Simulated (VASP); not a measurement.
Computed with PBE GGA, VASP's PBE PAW potentials (set 64) (plane waves; VASP).

VASP ran on this input.

File POSCAR:
```
AlSb
1.0
  0.0000000000   3.1159988105   3.1159988105
  3.1159988105   0.0000000000   3.1159988105
  3.1159988105   3.1159988105   0.0000000000
Al Sb
1 1
Cartesian
  0.0000000000   0.0000000000   0.0000000000
  1.5579994052   1.5579994052   1.5579994052
```

### INCAR
```
SYSTEM = AlSb
PREC = Accurate
ENCUT = 520
EDIFF = 1E-6
NELM = 100
ALGO = Normal
LREAL = .FALSE.
LASPH = .TRUE.
ISMEAR = 0
SIGMA = 0.05
GGA = PE
LMAXMIX = 4
LWAVE = .FALSE.
LCHARG = .FALSE.
ICHARG = 11
```

KPOINTS:
```
k-points along high-symmetry lines
15
Line-mode
Reciprocal
  0.000000   0.000000   0.000000 ! GAMMA
 -0.500000  -0.500000   0.000000 ! X

 -0.500000  -0.500000   0.000000 ! X
 -0.375000  -0.375000   0.250000 ! U

 -0.375000  -0.000000   0.375000 ! K
  0.000000   0.000000   0.000000 ! GAMMA

  0.000000   0.000000   0.000000 ! GAMMA
 -0.000000  -0.000000   0.500000 ! L

 -0.000000  -0.000000   0.500000 ! L
 -0.500000  -0.250000   0.250000 ! W

 -0.500000  -0.250000   0.250000 ! W
 -0.500000  -0.500000   0.000000 ! X
```

POTCAR, in this order: Al Sb (PBE.64 set). Program: vasp_std. Read from the step before: CHGCAR.

The resulting files:

**OSZICAR**
```
       N       E                     dE             d eps       ncg     rms          rms(c)
DAV:   1     0.166618431123E+02    0.16662E+02   -0.27716E+03  1440   0.714E+02
DAV:   2    -0.637632672645E+01   -0.23038E+02   -0.22433E+02  1896   0.840E+01
DAV:   3    -0.696246414696E+01   -0.58614E+00   -0.58476E+00  2000   0.164E+01
DAV:   4    -0.696565442905E+01   -0.31903E-02   -0.31903E-02  2200   0.145E+00
DAV:   5    -0.696568022819E+01   -0.25799E-04   -0.25799E-04  1904   0.968E-02
DAV:   6    -0.696568094826E+01   -0.72007E-06   -0.72007E-06  2176   0.139E-02
   1 F= -.69656809E+01 E0= -.69656809E+01  d E =-.627882E-14
```

### OUTCAR
```
 val. band max:        4.3765006552   @ k =   0.0000   0.0000   0.0000

 cond. band min:       5.5965397538   @ k =   0.0000   0.0000   0.5000



 k-point     1 :       0.0000    0.0000    0.0000
  band No.  band energies     occupation
      1      -6.0951      2.00000
      2       4.3765      2.00000
      3       4.3765      2.00000
      4       4.3765      2.00000
      5       5.6323      0.00000
      6       7.4513      0.00000
      7       7.4513      0.00000
      8       7.4513      0.00000

 k-point     2 :      -0.0357   -0.0357    0.0000
  band No.  band energies     occupation
      1      -6.0802      2.00000
      2       4.1563      2.00000
      3       4.3235      2.00000
      4       4.3235      2.00000
      5       5.8501      0.00000
      6       7.4016      0.00000
      7       7.5259      0.00000
      8       7.5259      0.00000

 k-point     3 :      -0.0714   -0.0714    0.0000
  band No.  band energies     occupation
      1      -6.0354      2.00000
      2       3.7080      2.00000
      3       4.1793      2.00000
      4       4.1793      2.00000
      5       6.2794      0.00000
      6       7.2748      0.00000
      7       7.7348      0.00000
      8       7.7348      0.00000

 k-point     4 :      -0.1071   -0.1071    0.0000
  band No.  band energies     occupation
      1      -5.9613      2.00000
      2       3.2032      2.00000
      3       3.9758      2.00000
      4       3.9758      2.00000
      5       6.6722      0.00000
      6       7.1616      0.00000
      7       8.0453      0.00000
      8       8.0453      0.00000

 k-point     5 :      -0.1429   -0.1429    0.0000
  band No.  band energies     occupation
      1      -5.8587      2.00000
      2       2.6879      2.00000
      3       3.7434      2.00000
      4       3.7434      2.00000
      5       6.6991      0.00000
      6       7.3316      0.00000
      7       8.4260      0.00000
      8       8.4260      0.00000
...
```

The density is held fixed in this step, so its total energy and stress have no physical meaning. Unless said otherwise, spin-orbit coupling is left out, though it shifts the bands of the heavy elements here.

The compound is AlSb in the zinc blende structure. It was relaxed first.
